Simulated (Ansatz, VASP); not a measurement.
Two plane-wave programs on BN

```
B N
1.0
     2.39506    0.00000    0.00000
    -1.19753    2.07418    0.00000
     0.00000    0.00000    6.24834
B N
2 2
Direct
  0.33333 0.66667 0.25000
  0.66667 0.33333 0.75000
  0.33333 0.66667 0.75000
  0.66667 0.33333 0.25000
```

Change from the starting cell: hydrostatic strain -4.2%.

Alike in both runs: task single point; functional PBE; k mesh 12 × 12 × 4; occupations fermi-dirac, width 0.02 eV; no spin polarisation.

|  | VASP | Ansatz |
| --- | --- | --- |
| version | VASP 6.6.1 | Ansatz 0.2.0 |
| potentials or method | VASP PAW PBE potentials, release 64 (B, N) | plane waves, PAW |
| plane-wave cutoff (eV) | 520 | 420 |
| valence electrons in the cell | 16 | 16 |

Ansatz gave:

| Quantity | Value |
| --- | --- |
| gap on the k mesh at the Fermi level (eV) | 4.37 |
| pressure (GPa) | 46.3 |
| largest component of the traceless stress (GPa) | 39.96 |

Question: Which values does VASP return?

Answer: gap on the k mesh at the Fermi level (eV): 4.36; pressure (GPa): 46.4; largest component of the traceless stress (GPa): 40.23.

Caveats: so large a pressure means that the cell lies far from this level's equilibrium, or that cutoff or potentials fall short (VASP). A k mesh can miss the band edges.
